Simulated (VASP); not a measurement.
Data:

```
CELL_PARAMETERS angstrom
      0.00000     3.07000     3.07000
      3.07000     0.00000     3.07000
      3.07000     3.07000     0.00000
ATOMIC_POSITIONS crystal
  Al 0.00000 0.00000 0.00000
  Sb 0.25000 0.25000 0.25000
```

Calculation: PBE GGA, VASP's PBE PAW potentials (set 64) (plane waves; VASP). Numerical set-up: 400 eV cut-off, 7×7×7 Γ-centred mesh, Gaussian smearing of 0.050 eV, potentials Al Sb.

Energy and stress use the plane-wave basis of the starting cell.

### Question
The ions, cell shape and volume are relaxed. Give the cell that the relaxation ends in.

### Answer

```
CELL_PARAMETERS angstrom
      0.00000     3.11584     3.11584
      3.11584     0.00000     3.11584
      3.11584     3.11584     0.00000
ATOMIC_POSITIONS crystal
  Al 0.00000 0.00000 0.00000
  Sb 0.25000 0.25000 0.25000
```
Space group F-43m (216), at a tolerance of 0.03 Å.

### Question
How do energy and volume change from the first to the last step?

### Answer
The energy (σ→0) changes by -9.6 meV/atom and the volume by +4.5 %, in 3 ionic steps.

| step | E(σ→0) (eV) | max force (eV/Å) | pressure (GPa) | volume (Å³) |
|---|---|---|---|---|
| 1 | -8.1897 | 0.000 | 2.44 | 57.87 |
| 2 | -8.2058 | 0.000 | -0.89 | 61.65 |
| 3 | -8.2090 | 0.000 | 0.01 | 60.50 |

The compound is AlSb in the zinc blende structure. This run relaxes it. Symmetry was kept, so distortions that lower it aren't found.
